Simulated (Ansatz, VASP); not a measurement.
Bi in VASP and in Ansatz

INCAR

```
SYSTEM = Bi
  PREC = Accurate
  ENCUT = 520
  EDIFF = 1E-7
  ISMEAR = 0
  SIGMA = 0.05
  LREAL = .False.
  LASPH = .True.
  NELM = 100
  ALGO = Normal
  ISIF = 2
  LWAVE = .False.
  LCHARG = .False.
  NBANDS = 14
```

File KPOINTS:

```
Automatic mesh
0
Gamma
  12 12 12
  0 0 0
```

POSCAR

```
Bi
1.0
   -2.0202919770      2.0202919770      2.0202919770
    2.0202919770     -2.0202919770      2.0202919770
    2.0202919770      2.0202919770     -2.0202919770
Bi
1
Direct
    0.0000000000      0.0000000000      0.0000000000
```

Input for Ansatz:

```yaml
crystal:
  lattice:
    - [-2.020291977, 2.020291977, 2.020291977]
    - [2.020291977, -2.020291977, 2.020291977]
    - [2.020291977, 2.020291977, -2.020291977]
  atoms:
    - { symbol: Bi, position: [0.0, 0.0, 0.0] }
basis:
  ecutwfc: 500
  fft_grid_basis: typed
kpoints:
  mp_grid: { grid: [12, 12, 12] }
hamiltonian:
  xc: lda
scf:
  occupations: { method: gaussian, width: 0.05 }
output:
  forces: true
  stress: true
  eigenvalues: true
  bader: true
  write_density: true
  volumetric_format: npy
  elf: true
```

This isn't the form of Bi at room conditions, which is rhombohedral.

Alike in both runs: task single point; functional LDA; k mesh 12 × 12 × 12; occupations gaussian, width 0.05 eV; no spin polarisation.

|  | VASP | Ansatz |
| --- | --- | --- |
| version | VASP 6.6.1 | Ansatz 0.2.0 |
| potentials or method | VASP PAW LDA potentials, release 64 (Bi_d) | scalar-relativistic, plane waves, PAW |
| plane-wave cutoff (eV) | 520 | 500 |
| valence electrons in the cell | 15 | 15 |

```tsv
	VASP	Ansatz	Ansatz less VASP
gap on the k mesh at the Fermi level (eV)	none	none	-
pressure (GPa)	-5.9	-5.9	0.00
```

A gap of «none» marks a metal or a gap that the smearing closes.

Caveats: spin-orbit coupling is left out, which moves the levels of the heavy elements.
